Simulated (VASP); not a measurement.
**PbO in VASP 6.6.1, single-point calculation**

INCAR

```
IBRION = -1
EDIFF = 1E-8
ISMEAR = 1
ISIF = 2
LREAL = .FALSE.
ENCUT = 520
PREC = Accurate
NELM = 62
NBANDS = 17
SIGMA = 0.2
NSW = 0
LASPH = .TRUE.
LCHARG = .FALSE.
GGA = PE
LWAVE = .FALSE.
```

KPOINTS

```
KPOINTS created by Atomic Simulation Environment
0
Gamma
8 8 8
0 0 0
```

POSCAR

```
Pb O
 1.0000000000000000
     0.0000000000000000    2.4537755714000000    2.7434185644000002
     2.4537755714000000    0.0000000000000000    2.7434185644000002
     2.4537755714000000    2.4537755714000000    0.0000000000000000
 Pb  O
   1   1
Cartesian
  0.0000000000000000  0.0000000000000000  0.0000000000000000
  2.4537755713999996  2.4537755713999996  2.7434185643999998
```

The recommended PBE PAW datasets give the neutral cell 20 valence electrons.

Command

```
mpirun -np 1 vasp_std
```

OSZICAR

```
N       E                     dE             d eps       ncg     rms          rms(c)
DAV:   1     0.171523895156E+03    0.17152E+03   -0.10501E+04  2039   0.146E+03
DAV:   2     0.430606246109E+00   -0.17109E+03   -0.16245E+03  2137   0.359E+02
DAV:   3    -0.120574961196E+02   -0.12488E+02   -0.12405E+02  2454   0.103E+02
DAV:   4    -0.123123992154E+02   -0.25490E+00   -0.25472E+00  2567   0.148E+01
DAV:   5    -0.123197897422E+02   -0.73905E-02   -0.73899E-02  2817   0.254E+00    0.863E+00
DAV:   6    -0.103938726558E+02    0.19259E+01   -0.14076E+01  2771   0.291E+01    0.459E+00
DAV:   7    -0.101637449791E+02    0.23013E+00   -0.16853E+00  2444   0.108E+01    0.144E+00
DAV:   8    -0.101804819699E+02   -0.16737E-01   -0.34508E-01  2194   0.583E+00    0.152E+00
DAV:   9    -0.101469440512E+02    0.33538E-01   -0.45368E-02  2297   0.243E+00    0.184E-01
DAV:  10    -0.101473408297E+02   -0.39678E-03   -0.43000E-03  2428   0.510E-01    0.164E-01
DAV:  11    -0.101470531844E+02    0.28765E-03   -0.77812E-04  2191   0.235E-01    0.141E-02
DAV:  12    -0.101470519152E+02    0.12693E-05   -0.20467E-05  2782   0.407E-02    0.718E-03
DAV:  13    -0.101470515335E+02    0.38166E-06   -0.23878E-06  2458   0.173E-02    0.163E-03
DAV:  14    -0.101470517260E+02   -0.19245E-06   -0.24025E-07  2255   0.478E-03    0.219E-04
DAV:  15    -0.101470517391E+02   -0.13115E-07   -0.13776E-08  2421   0.100E-03    0.238E-04
DAV:  16    -0.101470517397E+02   -0.64801E-09   -0.30774E-09  1353   0.859E-04
   1 F= -.10147052E+02 E0= -.10147233E+02  d E =0.544694E-03
```

Standard output (part)

```
POSCAR found type information on POSCAR PbO
 POSCAR found :  2 types and       2 ions
 LDA part: xc-table for (Slater+PW92), standard interpolation
 POSCAR, INCAR and KPOINTS ok, starting setup
 WAVECAR not read
 entering main loop
```

From OUTCAR

```
k-points           NKPTS =     59   k-points in BZ     NKDIM =     59   number of bands    NBANDS=     17

   NELECT =      20.0000    total number of electrons

   dimension x,y,z NGX =    28 NGY =   28 NGZ =   28
   dimension x,y,z NGXF=    56 NGYF=   56 NGZF=   56

  energy-cutoff  :      520.00
  volume of cell :       33.04
      direct lattice vectors                 reciprocal lattice vectors
     0.000000000  2.453775571  2.743418564    -0.203767617  0.203767617  0.182254362
     2.453775571  0.000000000  2.743418564     0.203767617 -0.203767617  0.182254362
     2.453775571  2.453775571  0.000000000     0.203767617  0.203767617 -0.182254362

 k-points in reciprocal lattice and weights: KPOINTS created by Atomic Simulation Env
   0.00000000  0.00000000  0.00000000       0.002
   0.12500000  0.00000000  0.00000000       0.016
   0.25000000  0.00000000  0.00000000       0.016
   0.37500000  0.00000000  0.00000000       0.016
   0.50000000  0.00000000  0.00000000       0.008
   0.12500000  0.12500000  0.00000000       0.004
   0.25000000  0.12500000  0.00000000       0.016
   0.37500000  0.12500000  0.00000000       0.016
   ...

 E-fermi :   7.9216

 k-point     1 :       0.0000    0.0000    0.0000
  band No.  band energies     occupation
      1     -10.9066      2.00000
      2      -8.9442      2.00000
      3      -8.8892      2.00000
      4      -8.8892      2.00000
      5      -8.7865      2.00000
      6      -8.6704      2.00000
      7       0.1526      2.00000
      8       4.4939      2.00000
      9       4.4939      2.00000
     10       5.0527      2.00000
     11      14.9555      0.00000
     12      17.4472      0.00000
     13      17.4472      0.00000
     14      17.8961      0.00000
     15      19.1090      0.00000
     16      19.4223      0.00000
     17      19.4223      0.00000

 k-point     2 :       0.1250    0.0000    0.0000
  band No.  band energies     occupation
      1     -10.7970      2.00000
      2      -8.9256      2.00000
      3      -8.8936      2.00000
      4      -8.8748      2.00000
      5      -8.7877      2.00000
      6      -8.6918      2.00000
      7      -0.1489      2.00000
      8       4.6059      2.00000
      9       4.7871      2.00000
     10       5.1743      2.00000
     11      13.6031      0.00000
     12      15.5696      0.00000
     13      16.5910      0.00000
     14      17.4553      0.00000
     15      19.8870      0.00000
     16      19.9751      0.00000
     17      21.0033      0.00000

 k-point     3 :       0.2500    0.0000    0.0000
  band No.  band energies     occupation
      1     -10.5132      2.00000
      2      -8.9224      2.00000
      3      -8.9070      2.00000
      4      -8.8526      2.00000
      5      -8.7550      2.00000
      6      -8.7301      2.00000
      7      -0.7452      2.00000
      8       4.8924      2.00000
      9       5.0027      2.00000
     10       5.8718      2.00000
     11      11.1534     -0.00000
     12      13.7765      0.00000
     13      15.1649      0.00000
     14      17.3141      0.00000
     15      20.9696      0.00000
     16      21.0081      0.00000
     17      22.5126      0.00000

 ...

  Total        3.8990127      3.8990127      0.4969321      0.0000000      0.0000000      0.0000000
  in kB      189.0921452    189.0921452     24.0999357      0.0000000      0.0000000      0.0000000
  external PRESSURE =     134.0947420 kB  Pullay stress =       0.0000000 kB

 POSITION                                       TOTAL-FORCE (eV/Angst)
 -----------------------------------------------------------------------------------
      0.00000      0.00000      0.00000         0.000000      0.000000      0.000000
      2.45378      2.45378      2.74342        -0.000000     -0.000000      0.000000
 -----------------------------------------------------------------------------------
    total drift:                                0.000000      0.000000      0.000000

  FREE ENERGIE OF THE ION-ELECTRON SYSTEM (eV)
  ---------------------------------------------------
  free  energy   TOTEN  =       -10.1470517397 eV

  energy  without entropy=      -10.1475964341  energy(sigma->0) =      -10.14723330
```

It converged. Results: gap between bands v and c on the k mesh 0.51 eV; least direct gap on the k mesh 0.89 eV; pressure 13.4 GPa. Band v is the last that the valence electrons fill when counted band by band, and c is the next.

For comparison, a separate PBE run of the intended cell, on usual settings and not on those above, gives a gap of 0.51 eV on its mesh and a pressure of 13.4 GPa.

The run above took about 16 s on one core of a shared host (Intel Xeon 6975P-C) and held 0.17 GiB at most.
